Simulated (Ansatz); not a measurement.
This Ansatz (an electronic-structure program) input is the reference run, GeO$_{2}$ (space group P3_121, No. 152), computed with DFT with r2SCAN, PAW potentials and a 500 eV plane-wave cutoff in Ansatz, no spin-orbit coupling:

Ansatz 0.2 input:
```yaml
crystal:
  lattice:
    - [4.9887213997, 0, 0]
    - [-2.4943606998, 4.3203594645, 0]
    - [0, 0, 5.6752716643]
  atoms:
    - { symbol: Ge, position: [0.4510832844, 0, 0.3333333333] }
    - { symbol: Ge, position: [0, 0.4510832844, 0.6666666667] }
    - { symbol: Ge, position: [0.5489167156, 0.5489167156, 0] }
    - { symbol: O, position: [0.3962222056, 0.3031303583, 0.2434297382] }
    - { symbol: O, position: [0.6968696417, 0.0930918474, 0.5767630715] }
    - { symbol: O, position: [0.9069081526, 0.6037777944, 0.9100964048] }
    - { symbol: O, position: [0.0930918474, 0.6968696417, 0.4232369285] }
    - { symbol: O, position: [0.3031303583, 0.3962222056, 0.7565702618] }
    - { symbol: O, position: [0.6037777944, 0.9069081526, 0.0899035952] }
basis: { ecutwfc: 500, ecutrho_ratio: 4, xc_grid: 4, fft_grid_basis: typed }
kpoints: { mp_grid: { grid: [8, 8, 6] } }
hamiltonian:
  xc: r2scan
  dispersion: none
  pseudopotentials: { kind: paw }
scf: { occupations: { method: fermi_dirac, width: 0.05 }, convergence: { dr2_threshold: 0.0000000009 } }
output: { forces: true, stress: true }
checkpoint: { write: state.ck, write_every: 1000 }
```

### Question
Write the input for this change: every lattice vector is shortened by 0.32 %; the atoms relax in the strained cell.

### Answer
Ansatz 0.2 input:
```yaml
crystal:
  lattice:
    - [4.9727574912, 0, 0]
    - [-2.4863787456, 4.3065343142, 0]
    - [0, 0, 5.657110795]
  atoms:
    - { symbol: Ge, position: [0.4510832844, 0, 0.3333333333] }
    - { symbol: Ge, position: [0, 0.4510832844, 0.6666666667] }
    - { symbol: Ge, position: [0.5489167156, 0.5489167156, 0] }
    - { symbol: O, position: [0.3962222056, 0.3031303583, 0.2434297382] }
    - { symbol: O, position: [0.6968696417, 0.0930918474, 0.5767630715] }
    - { symbol: O, position: [0.9069081526, 0.6037777944, 0.9100964048] }
    - { symbol: O, position: [0.0930918474, 0.6968696417, 0.4232369285] }
    - { symbol: O, position: [0.3031303583, 0.3962222056, 0.7565702618] }
    - { symbol: O, position: [0.6037777944, 0.9069081526, 0.0899035952] }
basis: { ecutwfc: 500, ecutrho_ratio: 4, xc_grid: 4, fft_grid_basis: typed }
kpoints: { mp_grid: { grid: [8, 8, 6] } }
hamiltonian:
  xc: r2scan
  dispersion: none
  pseudopotentials: { kind: paw }
scf: { occupations: { method: fermi_dirac, width: 0.05 }, convergence: { dr2_threshold: 0.0000000009 } }
relax: { f_tol: 0.005, max_steps: 50 }
output: { forces: true, stress: true }
checkpoint: { write: state.ck, write_every: 1000 }
```
This is the input that was run.

Stability against distortions was not tested.
